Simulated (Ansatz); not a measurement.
The system is Zr.

```
Zr
1.0
     3.23200    0.00000    0.00000
    -1.61600    2.79899    0.00000
     0.00000    0.00000    5.14700
Zr
2
Direct
  0.66667 0.33333 0.75000
  0.33333 0.66667 0.25000
```

* Program: Ansatz 0.2.0
* Task: relaxation of cell and atoms
* Functional: LDA
* Potentials or basis: Ansatz PAW
* Cutoff: 420 eV (not typed: the program's choice for these potentials)
* k mesh: 9 × 9 × 5
* Occupations: fermi-dirac, width 0.05 eV
* Spin: no spin polarisation

At the start: volume 23.28 Å³/atom.

**Question.** How do energy, volume and symmetry change on relaxing?

**Answer.** It ends after 5 steps and the volume is 21.80 Å³/atom (-6.4 %); space group P6_3/mmc (No. 194, to 0.05 Å).

The path:
| step | energy change (eV) | largest force (eV/Å) | volume (Å³) |
| --- | --- | --- | --- |
| 1 | 0.0000 | 0.0000 | 46.56 |
| 2 | -0.0600 | 0.0000 | 43.80 |
| 3 | -0.0604 | 0.0000 | 43.58 |
| 4 | -0.0604 | 0.0000 | 43.59 |
| 5 | -0.0602 | 0.0000 | 43.59 |

Final structure:
```
Zr
1.0
     3.14494    0.00000    0.00000
    -1.57247    2.72360    0.00000
     0.00000    0.00000    5.08907
Zr
2
Direct
  0.66667 0.33333 0.75000
  0.33333 0.66667 0.25000
```

Caveat: the plane-wave basis is chosen anew once the cell has moved, so the energies of steps on either side of that aren't comparable; the PAW data sets come from PBE, with cores solved anew for the run's functional, which leaves a small shift of forces and pressure.
